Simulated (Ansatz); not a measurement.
# BN: energy against volume in PBE, exact exchange and the RPA

An exercise on one series of results from a longer session: the logs are not shown, and one member is left open.

Code: Ansatz 0.2.0. PBE orbitals, norm-conserving pseudopotentials, plane waves. Calculated at 0 K for a non-magnetic cell.

## The cell

The cell was relaxed beforehand with r2SCAN; volume changes: +0 %, -5 %, +5 %, -10 %, +10 %.

The symmetry is P6_3mc (No. 186, hexagonal); a = 2.544 Å, c = 4.208 Å in the conventional setting, 5.90 Å³ an atom. Around B lie 4 N at 1.56–1.58 Å; around N lie 4 B at 1.56–1.58 Å.

The structure in full:

```cif
data_structure
_symmetry_space_group_name_H-M 'P 1'
_symmetry_Int_Tables_number 1
_cell_length_a 2.5439
_cell_length_b 2.5439
_cell_length_c 4.2078
_cell_angle_alpha 90.000
_cell_angle_beta 90.000
_cell_angle_gamma 120.000
_cell_volume 23.58
loop_
_atom_site_label
_atom_site_type_symbol
_atom_site_fract_x
_atom_site_fract_y
_atom_site_fract_z
_atom_site_occupancy
B1 B 0.66667 0.33333 0.99980 1
B2 B 0.33333 0.66667 0.49980 1
N1 N 0.66667 0.33333 0.62520 1
N2 N 0.33333 0.66667 0.12520 1
```

The first run:

Input file input.yaml:

```yaml
crystal:
  lattice:
    - [2.543945509, 0.0, 0.0]
    - [-1.2719727545, 2.2031214366, 0.0]
    - [0.0, 0.0, 4.2078257634]
  atoms:
    - { symbol: B, position: [0.6666666667, 0.3333333333, 0.9997950056] }
    - { symbol: B, position: [0.3333333333, 0.6666666667, 0.4997950056] }
    - { symbol: "N", position: [0.6666666667, 0.3333333333, 0.6252049944] }
    - { symbol: "N", position: [0.3333333333, 0.6666666667, 0.1252049944] }
kpoints:
  mp_grid: { grid: [6, 6, 4] }
hamiltonian:
  xc: pbe
  pseudopotentials: { kind: nc }
scf:
  occupations: { method: fixed }
output:
  rpa_energy:
    ecut_chi_ladder: [217, 244, 270, 300, 329]
    long_wavelength: optical_limit
  write_density: true
  write_potential: true
  elf: true
  volumetric_format: npy
basis:
  ecutwfc: 1240.0
```

Steps of the session up to this table: The unscaled cell; Volume -5 %; Volume +5 %; Volume -10 %; Volume +10 %.

One table of the session follows, with a row left open; its other results are not shown here.

It belongs to the step «The three curves». Energies in meV/atom from the unscaled cell:

```
volume (Å³/atom)    PBE  exact exchange  EXX+RPA  RPA correlation
           5.306  102.1            65.0     93.1             28.2
           5.601   28.3             8.2     24.1             15.9
           5.896    0.0             0.0      0.0              0.0
           6.191      ?               ?        ?                ?
           6.485   43.9            90.9     52.9            -38.0
```

Estimate the missing values for volume (Å³/atom) = 6.191.

Worked estimate for «PBE». A straight line through the neighbours (5.896, 0.0) and (6.485, 43.9) gives 0.0 + (43.9 − 0.0) × (6.191 − 5.896) / (6.485 − 5.896) = 22.0; a parabola fitted to 3 rows on both sides gives 5.3.

The run gave: PBE: 7.7; exact exchange: 30.1; EXX+RPA: 11.9; RPA correlation: -18.2. In «PBE» the line misses by +14.3 and the parabola by -2.4.
